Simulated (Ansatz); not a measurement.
# InSe: the cost of one run

Program: Ansatz 0.2.0. Level of theory: DFT PBEsol, scalar-relativistic, plane waves, PAW. These are calculated values, not measurements.

2 further runs of the same task are left out: 2 set aside as unsound or not needed.

## 1. The system as given

It takes space group C2/m (No. 12, monoclinic). Conventional cell: a = 11.750 Å, b = 4.111 Å, c = 4.564 Å, α = 90.00°, β = 110.64°, γ = 90.00°. In (site symmetry m) is surrounded by 3 Se at 2.67 to 2.70 Å and 1 In at 2.79 Å. Se (site symmetry m) is surrounded by 3 In at 2.67 to 2.70 Å.

As a file:

```xyz
4
Lattice="5.8749 -2.0553 -0.0053 5.8749 2.0553 -0.0053 -1.6051 0.0000 4.2721" Properties=species:S:1:pos:R:3 pbc="T T T"
In   10.3614    0.0000    0.1147
In   -0.2167    0.0000    4.1468
Se    6.6696    0.0000    2.7165
Se    3.4751    0.0000    1.5450
```

This cell was relaxed beforehand with the same method: volume 25.78 Å³/atom, gap on the mesh 0.69 eV.

## 2. Electronic structure at the relaxed geometry

Contents of input.yaml:

```yaml
crystal:
  lattice:
    - [5.8749264665, -2.0552742418, -0.0052954831]
    - [5.8749264665, 2.0552742418, -0.0052954831]
    - [-1.6051183035, 0.0, 4.2720905086]
  atoms:
    - { symbol: In, position: [0.8858026581, 0.8858026581, 0.0290539271] }
    - { symbol: In, position: [0.1141973419, 0.1141973419, 0.9709460729] }
    - { symbol: Se, position: [0.6547212193, 0.6547212193, 0.6374867682] }
    - { symbol: Se, position: [0.3452787807, 0.3452787807, 0.3625132318] }
basis:
  ecutwfc: 420
kpoints:
  mp_grid: { grid: [8, 8, 6] }
  band_path:
    path:
      - [[0.0, 0.0, 0.0], [-0.28493961, 0.28493961, 0.0]]
      - [[-0.71506039, -0.28493961, 0.0], [-0.5, -0.5, 0.0], [0.0, 0.0, 0.0], [-0.5, -0.5, 0.5], [-0.74677563, -0.25322437, 0.5]]
      - [[-0.25322437, 0.25322437, 0.5], [0.0, 0.0, 0.5], [0.0, 0.0, 0.0]]
      - [[-0.5, 0.0, 0.5], [0.0, 0.0, 0.0], [-0.5, 0.0, 0.0]]
    npoints: 14
hamiltonian:
  xc: pbesol
scf:
  occupations: { method: gaussian, width: 0.02 }
  n_extra_bands: 10
output:
  forces: true
  stress: true
  eigenvalues: true
  populations: true
  dos: { projected: true, de: 0.02, nscf_kmesh: { grid: [12, 12, 9] } }
  bader: true
  write_density: true
  write_potential: true
  elf: true
  volumetric_format: npy
```

The run is started by

```bash
> ansatz run input.yaml --threads 1 --pin off --max-ram 2560MiB --backend cpu --events-out ev --progress --plain --runs-dir out
```

What time and memory should one allow on 1 thread of Intel Xeon Platinum 8259CL at 2.50GHz (Skylake/Cascade Lake), shared host?

About 2.8 min, with a peak of 1 GiB.
